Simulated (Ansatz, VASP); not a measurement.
## GaN: VASP beside Ansatz

File INCAR:

```
PREC     = Accurate       # precision mode
ENCUT    = 520            # plane-wave cutoff, eV
EDIFF    = 1E-6           # SCF threshold, eV
ISMEAR   = 0              # smearing method
SIGMA    = 0.03           # smearing width, eV
LREAL    = F              # projectors in reciprocal space
LASPH    = T              # aspherical terms in the spheres
NELM     = 60             # most SCF steps
ALGO     = Normal         # electronic algorithm
ISIF     = 2              # what is computed and relaxed
LWAVE    = F              # write WAVECAR
LCHARG   = F              # write CHGCAR
GGA      = PS             # functional
NBANDS   = 16             # bands
```

KPOINTS

```
Automatic mesh
0
Gamma
  14 14 14
```

The input POSCAR:

```
GaN
1.0
    0.0000000000      2.2633491000      2.1352350000
    2.1352350000      0.0000000000      2.1352350000
    2.1352350000      2.2633491000      0.0000000000
Ga N
1 1
Direct
    0.0000000000      0.0000000000      0.0000000000
    0.5000000000      0.5000000000      0.5000000000
```

Input for Ansatz:

```yaml
crystal:
  lattice:
    - [0.0, 2.2633491, 2.135235]
    - [2.135235, 0.0, 2.135235]
    - [2.135235, 2.2633491, 0.0]
  atoms:
    - { symbol: Ga, position: [0.0, 0.0, 0.0] }
    - { symbol: "N", position: [0.5, 0.5, 0.5] }
basis:
  ecutwfc: 420
kpoints:
  mp_grid: { grid: [14, 14, 14] }
hamiltonian:
  xc: pbesol
scf:
  occupations: { method: gaussian, width: 0.03 }
output:
  forces: true
  stress: true
  eigenvalues: true
```

Change from the starting cell: strain +0.0600 x Voigt [0, 1, 0, 0, 0, 0], atoms carried along.

Alike in both runs: task single point; functional PBEsol; k mesh 14 × 14 × 14; occupations gaussian, width 0.03 eV; no spin polarisation.

|  | VASP | Ansatz |
| --- | --- | --- |
| version | VASP 6.6.1 | Ansatz 0.2.0 |
| potentials or method | VASP PAW PBE potentials, release 64 (Ga_d, N) | scalar-relativistic, plane waves, PAW |
| plane-wave cutoff (eV) | 520 | 420 |
| valence electrons in the cell | 18 | 18 |

Ansatz gave:

```
gap on the k mesh at the Fermi level (eV)       : none
pressure (GPa)                                  : -16.6
largest component of the traceless stress (GPa) : 3.11
```

Which values does VASP return?

gap on the k mesh at the Fermi level (eV): none; pressure (GPa): -16.2; largest component of the traceless stress (GPa): 3.12.

A gap of «none» marks a metal or a gap that the smearing closes. The functional is the same, so the differences come from potentials, cutoffs and numerics.

Caveats: so large a pressure means that the cell lies far from this level's equilibrium, or that cutoff or potentials fall short (VASP); the potentials were made for another functional, which shifts forces and pressure (VASP).
